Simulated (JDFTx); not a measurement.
# GaAs (F-43m) in JDFTx: a series of runs

The runs below take GaAs through single point, band structure, with GLLB-SC, LDA, PBE, PBEsol, SCAN, BJ06.

Program: JDFTx 1.7.0 (patched build). These are calculated values, not measurements. Logs are shortened: lines on timing, memory, paths and dates and some standing lists are left out, and cuts for length are marked. The log counts tension as positive stress, the text compression.

**Experimental background.**

“Evidence of valence band perturbations in GaAsN/GaAs(001): A combined variable-angle spectroscopic ellipsometry and modulated photoreflectance investigation”, 2008, arxiv:0805.2212 reports, for a bulk crystal of GaAs at 300 K: band gap 1.412 ± 0.01 eV (direct).

How close the calculation comes is told below.

## (1) The crystal as given

It takes space group F-43m (No. 216, cubic). The conventional cell has a = 5.654 Å, b = 5.654 Å, c = 5.654 Å, α = 90.00°, β = 90.00°, γ = 90.00°. As (site symmetry -43m) is surrounded by 4 Ga at 2.45 Å. Ga (site symmetry -43m) has 4 As at 2.45 Å as nearest neighbours.

## (2) Single point, GLLB-SC

File GaAs.in:

```
lattice \
    0.0000000000     5.3419722954     5.3419722954 \
    5.3419722954     0.0000000000     5.3419722954 \
    5.3419722954     5.3419722954     0.0000000000
coords-type Cartesian
ion As     8.0129584431     8.0129584431     8.0129584431 1
ion Ga     0.0000000000     0.0000000000     0.0000000000 1

ion-species pseudo/As.upf
ion-species pseudo/Ga.upf
elec-cutoff 42 336
elec-ex-corr orb-GLLBsc
kpoint-folding 8 8 8
elec-n-bands 21
electronic-SCF nIterations 100 energyDiffThreshold 1e-09 residualThreshold 1e-05
electronic-minimize nIterations 30 energyDiffThreshold 1e-7
converge-empty-states yes
forces-output-coords Cartesian

dump-name run.$VAR
dump End Ecomponents EigStats BandEigs Kpoints Forces ElecDensity Dtot KEdensity
```

Potentials or basis: PseudoDojo-SR-PBE-0.5-standard.

Command:

```bash
$ jdftx -c 1 -i GaAs.in -o GaAs.out
```

What it wrote:

```text
*************** JDFTx 1.7.0 (patched build) ***************

Input parsed successfully to the following command list (including defaults):
[... the input with its defaults ...]

---------- Setting up symmetries ----------

Found 48 point-group symmetries of the bravais lattice
Found 24 space-group symmetries with basis
Applied RMS atom displacement 3.23146e-16 bohrs to make symmetries exact.

---------- Initializing the Grid ----------
R =
[            0      5.34197      5.34197  ]
[      5.34197            0      5.34197  ]
[      5.34197      5.34197            0  ]
unit cell volume = 304.884
G =
[  -0.588096   0.588096   0.588096  ]
[   0.588096  -0.588096   0.588096  ]
[   0.588096   0.588096  -0.588096  ]
Minimum fftbox size, Smin = [  64  64  64  ]
Chosen fftbox size, S = [  64  64  64  ]

---------- Initializing tighter grid for wavefunction operations ----------
R =
[            0      5.34197      5.34197  ]
[      5.34197            0      5.34197  ]
[      5.34197      5.34197            0  ]
unit cell volume = 304.884
G =
[  -0.588096   0.588096   0.588096  ]
[   0.588096  -0.588096   0.588096  ]
[   0.588096   0.588096  -0.588096  ]
Minimum fftbox size, Smin = [  48  48  48  ]
Chosen fftbox size, S = [  48  48  48  ]

---------- Exchange Correlation functional ----------
Initalized GLLB-sc GGA exchange potential.
Initalized PBEsol GGA correlation.

---------- Setting up pseudopotentials ----------
Width of ionic core gaussian charges (only for fluid interactions / plotting) set to 0

Reading pseudopotential file 'pseudo/As.upf':
  'As' pseudopotential, 'PBE' functional
  Generated using ONCVPSP code by D. R. Hamann
  15 valence electrons, 3 orbitals, 6 projectors, 1001 radial grid points, with lMax = 2
    3D    l: 2   occupation: 10.0   eigenvalue: -1.493697
    4S    l: 0   occupation:  2.0   eigenvalue: -0.532653
    4P    l: 1   occupation:  3.0   eigenvalue: -0.190913
  WARNING: Ignoring core density because that is not supported by the orbital-dependent functional.
  Core radius for overlap checks: 1.74 bohrs.

Reading pseudopotential file 'pseudo/Ga.upf':
  'Ga' pseudopotential, 'PBE' functional
  Generated using ONCVPSP code by D. R. Hamann
  13 valence electrons, 3 orbitals, 6 projectors, 1001 radial grid points, with lMax = 2
    3D    l: 2   occupation: 10.0   eigenvalue: -0.703915
    4S    l: 0   occupation:  2.0   eigenvalue: -0.328859
    4P    l: 1   occupation:  1.0   eigenvalue: -0.094784
  WARNING: Ignoring core density because that is not supported by the orbital-dependent functional.
  Core radius for overlap checks: 1.84 bohrs.

Initialized 2 species with 2 total atoms.

Folded 1 k-points by 8x8x8 to 512 k-points.

---------- Setting up k-points, bands, fillings ----------
Adding inversion symmetry to k-mesh for non-inversion-symmetric unit cell.
Reduced to 29 k-points under symmetry.
Computing the number of bands and number of electrons
Calculating initial fillings.
nElectrons:  28.000000   nBands: 21   nStates: 29

----- Setting up reduced wavefunction bases (one per k-point) -----
average nbasis = 3964.697 , ideal nbasis = 3963.719

---------- Setting up ewald sum ----------
Optimum gaussian width for ewald sums = 2.426231 bohr.
Real space sum over 1331 unit cells with max indices [  5  5  5  ]
Reciprocal space sum over 2197 terms with max indices [  6  6  6  ]

---------- Allocating electronic variables ----------
Initializing wave functions:  linear combination of atomic orbitals
Note: number of bands (21) exceeds available atomic orbitals (18)
Initializing semi-local functional for LCAO:
Initalized PBE GGA exchange.
Initalized PBE GGA correlation.
As pseudo-atom occupations:   s ( 2 )  p ( 3 )  d ( 10 )
Ga pseudo-atom occupations:   s ( 2 )  p ( 1 )  d ( 10 )
	FillingsUpdate:  mu: +0.346992884  nElectrons: 28.000000
LCAOMinimize: Iter:   0  Etot: -157.8760081296375404  |grad|_K:  1.325e-03  alpha:  1.000e+00
	FillingsUpdate:  mu: +0.340885411  nElectrons: 28.000000
LCAOMinimize: Iter:   1  Etot: -157.8817420362275925  |grad|_K:  7.843e-05  alpha:  5.062e-01  linmin: -2.030e-02  cgtest:  1.167e-01
LCAOMinimize: Encountered beta<0, resetting CG.
	FillingsUpdate:  mu: +0.341450426  nElectrons: 28.000000
LCAOMinimize: Iter:   2  Etot: -157.8817751623257948  |grad|_K:  5.326e-06  alpha:  8.362e-01  linmin: -3.041e-02  cgtest:  2.550e-01
LCAOMinimize: Encountered beta<0, resetting CG.
	FillingsUpdate:  mu: +0.341427389  nElectrons: 28.000000
LCAOMinimize: Iter:   3  Etot: -157.8817752799935192  |grad|_K:  1.705e-06  alpha:  6.487e-01  linmin:  4.930e-07  cgtest:  3.206e-04
LCAOMinimize: None of the convergence criteria satisfied after 3 iterations.

-------- Electronic minimization -----------
Will mix electronic density at each iteration.
Turning off total energy convergence threshold for potential-only functionals.
SCF: Cycle:  0   Etot~: -157.691169158954295   dEtot~: -1.297e-01   |Residual|: 2.548e-01   |deigs|: 1.729e-01
SCF: Cycle:  1   Etot~: -157.714398332957131   dEtot~: -2.323e-02   |Residual|: 1.100e-01   |deigs|: 3.022e-02
SCF: Cycle:  2   Etot~: -157.701800614743973   dEtot~: +1.260e-02   |Residual|: 2.479e-02   |deigs|: 1.540e-02
SCF: Cycle:  3   Etot~: -157.706149250495571   dEtot~: -4.349e-03   |Residual|: 9.446e-03   |deigs|: 6.399e-03
SCF: Cycle:  4   Etot~: -157.705388566633360   dEtot~: +7.607e-04   |Residual|: 6.796e-03   |deigs|: 2.765e-03
SCF: Cycle:  5   Etot~: -157.706538187739739   dEtot~: -1.150e-03   |Residual|: 2.562e-03   |deigs|: 2.496e-03
SCF: Cycle:  6   Etot~: -157.706741414079119   dEtot~: -2.032e-04   |Residual|: 1.170e-03   |deigs|: 1.139e-03
SCF: Cycle:  7   Etot~: -157.706774888364265   dEtot~: -3.347e-05   |Residual|: 4.175e-04   |deigs|: 3.824e-04
SCF: Cycle:  8   Etot~: -157.706761864701889   dEtot~: +1.302e-05   |Residual|: 4.395e-04   |deigs|: 8.432e-05
SCF: Cycle:  9   Etot~: -157.706815872700759   dEtot~: -5.401e-05   |Residual|: 1.799e-04   |deigs|: 1.593e-04
SCF: Cycle: 10   Etot~: -157.706832410788394   dEtot~: -1.654e-05   |Residual|: 4.993e-05   |deigs|: 6.626e-05
SCF: Cycle: 11   Etot~: -157.706833506733915   dEtot~: -1.096e-06   |Residual|: 6.536e-05   |deigs|: 4.958e-05
SCF: Cycle: 12   Etot~: -157.706836791032089   dEtot~: -3.284e-06   |Residual|: 4.586e-05   |deigs|: 2.225e-05
SCF: Cycle: 13   Etot~: -157.706839119318516   dEtot~: -2.328e-06   |Residual|: 2.476e-05   |deigs|: 8.613e-06
SCF: Cycle: 14   Etot~: -157.706842407887649   dEtot~: -3.289e-06   |Residual|: 1.973e-05   |deigs|: 1.760e-05
SCF: Cycle: 15   Etot~: -157.706842959428428   dEtot~: -5.515e-07   |Residual|: 1.057e-05   |deigs|: 7.866e-06
SCF: Cycle: 16   Etot~: -157.706843296308989   dEtot~: -3.369e-07   |Residual|: 2.857e-06   |deigs|: 4.562e-06
SCF: Cycle: 17   Etot~: -157.706843509478972   dEtot~: -2.132e-07   |Residual|: 3.106e-06   |deigs|: 3.834e-06
SCF: Converged (|Residual|<1.000000e-05 for 2 iters).

Setting wave functions to eigenvectors of Hamiltonian
Converging empty states (this may take a while): |deigs|: 6.977e-05

# Ionic positions in cartesian coordinates:
ion As   8.012958443100000   8.012958443100000   8.012958443100000 1
ion Ga  -0.000000000000000   0.000000000000000   0.000000000000000 1

# Forces in Cartesian coordinates:
force As  -0.000000000000000   0.000000000000000  -0.000000000000000 1
force Ga   0.000000000000000   0.000000000000000  -0.000000000000000 1

# Energy components:
   Eewald =      -99.1764168889743303
       EH =       56.6642032536479903
     Eloc =     -143.4125165743118657
      Enl =      -86.9578285576090906
      Exc =      -19.6103076659102378
       KE =      134.7860229236785585
-------------------------------------
     Etot =     -157.7068435094789720

IonicMinimize: Iter:   0  Etot: -157.706843509478972  |grad|_K:  3.724e-36
IonicMinimize: Converged (|grad|_K<1.000000e-04).

#--- Lowdin population analysis ---
# oxidation-state As -0.033
# oxidation-state Ga +0.094

Dumping 'run.eigStats' ...
	eMin: -0.976901 at state 20 ( [ +0.000000 +0.500000 +0.500000 ] spin 0 )
	HOMO: +0.283839 at state 0 ( [ +0.000000 +0.000000 +0.000000 ] spin 0 )
	mu  : +0.284549
	LUMO: +0.283839 at state 0 ( [ +0.000000 +0.000000 +0.000000 ] spin 0 )
	eMax: +0.805379 at state 19 ( [ +0.000000 +0.375000 -0.375000 ] spin 0 )
	HOMO-LUMO gap: +0.000000
	Optical gap  : +0.000000 at state 0 ( [ +0.000000 +0.000000 +0.000000 ] spin 0 )
Done!
[note: without smearing the FillingsUpdate lines are those of the first guess, not of the final state]
[note: this functional has no energy, so the totals, forces and stress in the log carry no meaning]
```

It took 3 min on 1 thread of Arm Neoverse V2, shared host; peak memory 0.16 GiB.

The run converged, but a check on its numbers failed (symmetry, net force, bounds or a known fault of this set-up), so they aren't taken as properties of the crystal.

Caveat: the gap lacks the derivative discontinuity; fixed occupations don't suit a crystal whose bands overlap; a model potential gives levels but no total energy.

## (3) Band structure, LDA

File bands.in:

```
lattice \
    0.0000000000     5.3419722954     5.3419722954 \
    5.3419722954     0.0000000000     5.3419722954 \
    5.3419722954     5.3419722954     0.0000000000
coords-type Cartesian
ion As     8.0129584431     8.0129584431     8.0129584431 1
ion Ga     0.0000000000     0.0000000000     0.0000000000 1

ion-species pseudo/As.upf
ion-species pseudo/Ga.upf
elec-cutoff 40 320
elec-ex-corr lda-PW
elec-smearing Fermi 0.0018374661
elec-n-bands 21
electronic-minimize nIterations 30 energyDiffThreshold 1e-06
davidson-band-ratio 1.3
forces-output-coords Cartesian
include path.kpoints
symmetries none
fix-electron-density run.$VAR

dump-name bands.$VAR
dump End Ecomponents EigStats BandEigs Kpoints Forces
```

File path.kpoints:

```
kpoint +0.0000000000 +0.0000000000 +0.0000000000 0.020000000000
kpoint +0.0714285714 +0.0000000000 +0.0714285714 0.020000000000
kpoint +0.1428571429 +0.0000000000 +0.1428571429 0.020000000000
kpoint +0.2142857143 +0.0000000000 +0.2142857143 0.020000000000
kpoint +0.2857142857 +0.0000000000 +0.2857142857 0.020000000000
kpoint +0.3571428571 +0.0000000000 +0.3571428571 0.020000000000
kpoint +0.4285714286 +0.0000000000 +0.4285714286 0.020000000000
kpoint +0.5000000000 +0.0000000000 +0.5000000000 0.020000000000
kpoint +0.5000000000 +0.0833333333 +0.5833333333 0.020000000000
kpoint +0.5000000000 +0.1666666667 +0.6666666667 0.020000000000
kpoint +0.5000000000 +0.2500000000 +0.7500000000 0.020000000000
kpoint +0.4375000000 +0.3125000000 +0.7500000000 0.020000000000
kpoint +0.3750000000 +0.3750000000 +0.7500000000 0.020000000000
kpoint +0.3281250000 +0.3281250000 +0.6562500000 0.020000000000
kpoint +0.2812500000 +0.2812500000 +0.5625000000 0.020000000000
kpoint +0.2343750000 +0.2343750000 +0.4687500000 0.020000000000
kpoint +0.1875000000 +0.1875000000 +0.3750000000 0.020000000000
kpoint +0.1406250000 +0.1406250000 +0.2812500000 0.020000000000
kpoint +0.0937500000 +0.0937500000 +0.1875000000 0.020000000000
kpoint +0.0468750000 +0.0468750000 +0.0937500000 0.020000000000
kpoint +0.0000000000 +0.0000000000 +0.0000000000 0.020000000000
kpoint +0.0833333333 +0.0833333333 +0.0833333333 0.020000000000
kpoint +0.1666666667 +0.1666666667 +0.1666666667 0.020000000000
kpoint +0.2500000000 +0.2500000000 +0.2500000000 0.020000000000
kpoint +0.3333333333 +0.3333333333 +0.3333333333 0.020000000000
kpoint +0.4166666667 +0.4166666667 +0.4166666667 0.020000000000
kpoint +0.5000000000 +0.5000000000 +0.5000000000 0.020000000000
kpoint +0.5250000000 +0.4500000000 +0.5250000000 0.020000000000
kpoint +0.5500000000 +0.4000000000 +0.5500000000 0.020000000000
kpoint +0.5750000000 +0.3500000000 +0.5750000000 0.020000000000
kpoint +0.6000000000 +0.3000000000 +0.6000000000 0.020000000000
kpoint +0.6250000000 +0.2500000000 +0.6250000000 0.020000000000
kpoint +0.5625000000 +0.2500000000 +0.6875000000 0.020000000000
kpoint +0.5000000000 +0.2500000000 +0.7500000000 0.020000000000
kpoint +0.5000000000 +0.2916666667 +0.7083333333 0.020000000000
kpoint +0.5000000000 +0.3333333333 +0.6666666667 0.020000000000
kpoint +0.5000000000 +0.3750000000 +0.6250000000 0.020000000000
kpoint +0.5000000000 +0.4166666667 +0.5833333333 0.020000000000
kpoint +0.5000000000 +0.4583333333 +0.5416666667 0.020000000000
kpoint +0.5000000000 +0.5000000000 +0.5000000000 0.020000000000
kpoint +0.4791666667 +0.4791666667 +0.5416666667 0.020000000000
kpoint +0.4583333333 +0.4583333333 +0.5833333333 0.020000000000
kpoint +0.4375000000 +0.4375000000 +0.6250000000 0.020000000000
kpoint +0.4166666667 +0.4166666667 +0.6666666667 0.020000000000
kpoint +0.3958333333 +0.3958333333 +0.7083333333 0.020000000000
kpoint +0.3750000000 +0.3750000000 +0.7500000000 0.020000000000
kpoint +0.6250000000 +0.2500000000 +0.6250000000 0.020000000000
kpoint +0.5833333333 +0.1666666667 +0.5833333333 0.020000000000
kpoint +0.5416666667 +0.0833333333 +0.5416666667 0.020000000000
kpoint +0.5000000000 +0.0000000000 +0.5000000000 0.020000000000
```

Potentials or basis: PseudoDojo-SR-LDA-0.4.1-standard.

Command:

```bash
$ jdftx -c 1 -i bands.in -o bands.out
```

Run time: 58 s. Hardware: 1 thread of Arm Neoverse V1, shared host; peak memory 0.12 GiB.

Results (log left out):

| Item | Value |
| --- | --- |
| Band gap along the path | 0.28 eV, direct |

Levels at the corners of the path, in eV from the valence-band top:
```
point  band 10  band 11  band 12  band 13  band 14  band 15  band 16  band 17
    Γ   -14.83   -12.79     0.00     0.00     0.00     0.28     3.69     3.69
    X   -14.82   -10.30    -6.88    -2.68    -2.68     1.36     1.56    10.04
    W   -14.82   -10.24    -6.69    -3.55    -3.36     4.54     4.64     5.30
    K   -14.82   -10.33    -6.69    -3.88    -2.26     1.86     4.55     7.83
    Γ   -14.83   -12.79     0.00     0.00     0.00     0.28     3.69     3.69
    L   -14.82   -11.03    -6.69    -1.14    -1.14     0.85     4.60     4.60
    U   -14.82   -10.33    -6.69    -3.88    -2.26     1.86     4.55     7.83
    W   -14.82   -10.24    -6.69    -3.55    -3.36     4.54     4.64     5.30
    L   -14.82   -11.03    -6.69    -1.14    -1.14     0.85     4.60     4.60
    K   -14.82   -10.33    -6.69    -3.88    -2.26     1.86     4.55     7.83
    U   -14.82   -10.33    -6.69    -3.88    -2.26     1.86     4.55     7.83
    X   -14.82   -10.30    -6.88    -2.68    -2.68     1.36     1.56    10.04
```

## (4) Band structure, PBE

File bands.in:

```
include GaAs.lattice
coords-type Lattice
include GaAs.ionpos

ion-species pseudo/As.upf
ion-species pseudo/Ga.upf
elec-cutoff 42 336
elec-ex-corr gga-PBE
elec-smearing Fermi 0.0018374661
elec-n-bands 21
electronic-minimize nIterations 30 energyDiffThreshold 1e-06
davidson-band-ratio 1.3
forces-output-coords Cartesian
include path.kpoints
symmetries none
fix-electron-density run.$VAR

dump-name bands.$VAR
dump End Ecomponents EigStats BandEigs Kpoints Forces
```

File GaAs.lattice:

```
lattice \
    0.0000000000     5.3419722954     5.3419722954 \
    5.3419722954     0.0000000000     5.3419722954 \
    5.3419722954     5.3419722954     0.0000000000
```

File GaAs.ionpos:

```
ion As     0.7500000000     0.7500000000     0.7500000000 1
ion Ga     0.0000000000     0.0000000000     0.0000000000 1
```

path.kpoints is that of step 3.

Potentials or basis: PseudoDojo-SR-PBE-0.5-standard.

Command:

```bash
$ jdftx -c 1 -i bands.in -o bands.out
```

Run time: 62 s. Hardware: 1 thread of Arm Neoverse V1, shared host; peak memory 0.14 GiB.

Results (log left out):

```yaml
Band_gap_along_the_path: 0.52 eV, direct
```

Levels at the corners of the path, in eV from the valence-band top:
| point | band 11 | band 12 | band 13 | band 14 | band 15 | band 16 | band 17 |
| --- | --- | --- | --- | --- | --- | --- | --- |
| Γ | -12.73 | 0.00 | 0.00 | 0.00 | 0.52 | 3.74 | 3.74 |
| X | -10.23 | -6.81 | -2.67 | -2.67 | 1.47 | 1.66 | 10.18 |
| W | -10.17 | -6.62 | -3.53 | -3.34 | 4.63 | 4.73 | 5.42 |
| K | -10.27 | -6.62 | -3.85 | -2.25 | 1.97 | 4.64 | 7.96 |
| Γ | -12.73 | 0.00 | 0.00 | 0.00 | 0.52 | 3.74 | 3.74 |
| L | -10.97 | -6.63 | -1.14 | -1.14 | 1.00 | 4.65 | 4.65 |
| U | -10.27 | -6.62 | -3.85 | -2.25 | 1.97 | 4.64 | 7.96 |
| W | -10.17 | -6.62 | -3.53 | -3.34 | 4.63 | 4.73 | 5.42 |
| L | -10.97 | -6.63 | -1.14 | -1.14 | 1.00 | 4.65 | 4.65 |
| K | -10.27 | -6.62 | -3.85 | -2.25 | 1.97 | 4.64 | 7.96 |
| U | -10.27 | -6.62 | -3.85 | -2.25 | 1.97 | 4.64 | 7.96 |
| X | -10.23 | -6.81 | -2.67 | -2.67 | 1.47 | 1.66 | 10.18 |

## (5) Band structure, PBEsol

bands.in: that of step 4 with these lines changed.

```diff
@@ -1,4 +1,8 @@
-include GaAs.lattice
+lattice \
+    0.0000000000     5.3419722954     5.3419722954 \
+    5.3419722954     0.0000000000     5.3419722954 \
+    5.3419722954     5.3419722954     0.0000000000
 coords-type Lattice
-include GaAs.ionpos
+ion As     0.7500000000     0.7500000000     0.7500000000 1
+ion Ga     0.0000000000     0.0000000000     0.0000000000 1
 
@@ -7,3 +11,3 @@
 elec-cutoff 42 336
-elec-ex-corr gga-PBE
+elec-ex-corr gga-PBEsol
 elec-smearing Fermi 0.0018374661
```

path.kpoints is that of step 4.

Potentials or basis: PseudoDojo-SR-PBEsol-0.4.1-standard.

Command:

```bash
$ jdftx -c 1 -i bands.in -o bands.out
```

Run time: 63 s. Hardware: 1 thread of Arm Neoverse V1, shared host; peak memory 0.14 GiB.

Results (log left out):

* Band gap along the path: 0.44 eV, direct

Levels at the corners of the path, in eV from the valence-band top:
| point | band 10 | band 11 | band 12 | band 13 | band 14 | band 15 | band 16 | band 17 |
| --- | --- | --- | --- | --- | --- | --- | --- | --- |
| Γ | -14.73 | -12.75 | 0.00 | 0.00 | 0.00 | 0.44 | 3.71 | 3.71 |
| X | -14.71 | -10.24 | -6.84 | -2.69 | -2.69 | 1.36 | 1.58 | 10.13 |
| W | -14.72 | -10.19 | -6.65 | -3.57 | -3.37 | 4.60 | 4.63 | 5.35 |
| K | -14.72 | -10.28 | -6.65 | -3.89 | -2.27 | 1.88 | 4.58 | 7.89 |
| Γ | -14.73 | -12.75 | 0.00 | 0.00 | 0.00 | 0.44 | 3.71 | 3.71 |
| L | -14.72 | -10.98 | -6.67 | -1.14 | -1.14 | 0.93 | 4.60 | 4.60 |
| U | -14.72 | -10.28 | -6.65 | -3.89 | -2.27 | 1.88 | 4.58 | 7.89 |
| W | -14.72 | -10.19 | -6.65 | -3.57 | -3.37 | 4.60 | 4.63 | 5.35 |
| L | -14.72 | -10.98 | -6.67 | -1.14 | -1.14 | 0.93 | 4.60 | 4.60 |
| K | -14.72 | -10.28 | -6.65 | -3.89 | -2.27 | 1.88 | 4.58 | 7.89 |
| U | -14.72 | -10.28 | -6.65 | -3.89 | -2.27 | 1.88 | 4.58 | 7.89 |
| X | -14.71 | -10.24 | -6.84 | -2.69 | -2.69 | 1.36 | 1.58 | 10.13 |

(Continued in part 2 of 2.)
